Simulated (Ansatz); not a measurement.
Input and command of a plane-wave DFT calculation in Ansatz:

```yaml
crystal:
  lattice:
    - [6.2274305652, -1.5417565232, 0.0120670631]
    - [6.2274305652, 1.5417565232, 0.0120670631]
    - [-1.4027234639, 0.0, 5.9930789036]
  atoms:
    - { symbol: Ga, position: [0.0899134338, 0.0899134338, 0.7947233214] }
    - { symbol: Ga, position: [0.9100865662, 0.9100865662, 0.2052766786] }
    - { symbol: Ga, position: [0.6585007298, 0.6585007298, 0.3141978958] }
    - { symbol: Ga, position: [0.3414992702, 0.3414992702, 0.6858021042] }
    - { symbol: O, position: [0.1634883771, 0.1634883771, 0.1092060624] }
    - { symbol: O, position: [0.8365116229, 0.8365116229, 0.8907939376] }
    - { symbol: O, position: [0.1737013129, 0.1737013129, 0.5643594349] }
    - { symbol: O, position: [0.8262986871, 0.8262986871, 0.4356405651] }
    - { symbol: O, position: [0.4960195696, 0.4960195696, 0.2566813611] }
    - { symbol: O, position: [0.5039804304, 0.5039804304, 0.7433186389] }
basis:
  ecutwfc: 420
kpoints:
  mp_grid: { grid: [10, 10, 6] }
hamiltonian:
  xc: pbe
scf:
  occupations: { method: gaussian, width: 0.05 }
output:
  forces: true
  stress: true
  eigenvalues: true
```

```bash
ansatz run input.yaml --threads 2 --pin off --max-ram 5120MiB --backend cpu --events-out ev --progress --plain --runs-dir out
```

Processor: Intel(R) Xeon(R) Platinum 8488C (Sapphire Rapids), 2 threads, on a host shared with other jobs.

**Question.** Estimate time, memory and problem size.

**Answer.** About 18 s on 2 threads of Intel(R) Xeon(R) Platinum 8488C (Sapphire Rapids), with other jobs on the host, peak memory 0.94 GiB. It solves 54 bands at 172 k points (the mesh reduced by the symmetry that the task leaves, which can be less than the crystal's) with about 2243 plane waves, in 7 SCF iterations.
